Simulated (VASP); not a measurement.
# SiC (Moissanite 3C): relaxation of cell and atoms with PW91

SiC (Moissanite 3C):

```
Si C
1.0
     0.00000    2.17900    2.17900
     2.17900    0.00000    2.17900
     2.17900    2.17900    0.00000
Si C
1 1
Cartesian
  0.0000 0.0000 0.0000
  3.2685 3.2685 3.2685
```

| Quantity | Value |
| --- | --- |
| Program | VASP 6.6.1 |
| Task | relaxation of cell and atoms |
| Functional | PW91 |
| Potentials or basis | VASP PAW PBE potentials, release 64 (Si, C) |
| Cutoff | 600 eV |
| k mesh | 10 × 10 × 10 |
| Occupations | fermi-dirac, width 0.05 eV |
| Spin | no spin polarisation |
| Further INCAR settings | ALGO = Fast; EDIFF = 1e-06; IBRION = 2; EDIFFG = -0.005; NSW = 60; ISIF = 3 |

- Relaxed volume: 10.50 Å³/atom
- Relaxed cell: a = 3.097 Å, b = 3.097 Å, c = 3.097 Å, α = 60.00°, β = 60.00°, γ = 60.00°
- Space group after relaxing (to 0.05 Å): F-43m (No. 216)
- Energy gained by relaxing: 1.5 meV/atom
- Ionic steps: 3
- Pressure after relaxing: 0.0 GPa
- Band gap on the k mesh: 1.41 eV, indirect (least direct gap 4.56 eV)

The path:
```csv
step,energy change (eV),largest force (eV/Å),pressure (GPa),volume (Å³)
1,0.0000,0.0000,3.23,20.69
2,0.0002,0.0000,-3.17,21.32
3,-0.0030,0.0000,0.01,21.00
```

Final structure:
```xyz
2
Lattice="0.0000 2.1898 2.1898 2.1898 0.0000 2.1898 2.1898 2.1898 0.0000" Properties=species:S:1:pos:R:3 pbc="T T T"
Si    0.0000    0.0000    0.0000
C     3.2847    3.2847    3.2847
```

Levels at points of the mesh, in eV from the valence-band top:
```
           k point  band 1  band 2  band 3  band 4  band 5  band 6  band 7  band 8
(0.00, 0.00, 0.00)  -15.26    0.00    0.00    0.00    6.08    7.21    7.21    7.21
(0.50, 0.00, 0.00)  -11.76   -8.43   -1.05   -1.05    5.31    7.19    7.19    9.99
(0.50, 0.50, 0.00)  -10.32   -7.73   -3.15   -3.15    1.41    4.29   13.85   13.85
```

It took 21 s on 1 thread of Intel(R) Xeon(R) Platinum 8375C CPU @ 2.90GHz (Ice Lake), with other jobs on the host, peak memory 0.15 GiB.

Caveat: the PAW data sets were made with another functional, which shifts forces and pressure a little. Zero-point motion and thermal expansion aren't in these numbers.
